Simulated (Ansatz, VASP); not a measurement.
One calculation of Ni, two programs

```
Ni
1.0
     4.50539    0.00000    0.00000
     0.00000    4.50539    0.00000
     0.00000    0.00000    4.50539
Ni
8
Direct
  0.00000 0.00000 0.00000
  0.50000 0.50000 0.50000
  0.25000 0.00000 0.50000
  0.75000 0.00000 0.50000
  0.50000 0.25000 0.00000
  0.50000 0.75000 0.00000
  0.00000 0.50000 0.25000
  0.00000 0.50000 0.75000
```

Alike in both runs: functional RPBE; k mesh 6 × 6 × 6; occupations fermi-dirac, width 0.1 eV; no spin polarisation.

Ansatz relaxed the structure, and its values are those at the end. VASP's run is a single point on that final structure, the one shown.

|  | VASP | Ansatz |
| --- | --- | --- |
| version | VASP 6.6.1 | Ansatz 0.2.0 |
| potentials or method | VASP PAW PBE potentials, release 64 (Ni) | plane waves (420 eV) with PAW, scalar-relativistic |
| plane-wave cutoff (eV) | 520 | 420 |
| valence electrons in the cell | 80 | 144 |

Ansatz gave:

- pressure (GPa): 0.0

Q: Which values does VASP return?

A: Pressure (GPa): 0.2.

The two sets of potentials don't hold the same shells in valence.

Caveats: the PAW data sets were made with another functional, which shifts forces and pressure a little (VASP); the run has no spin polarisation, though such a crystal can be magnetic. Spin polarisation is off, so any magnetic state and its effect on volume and gap are missing.
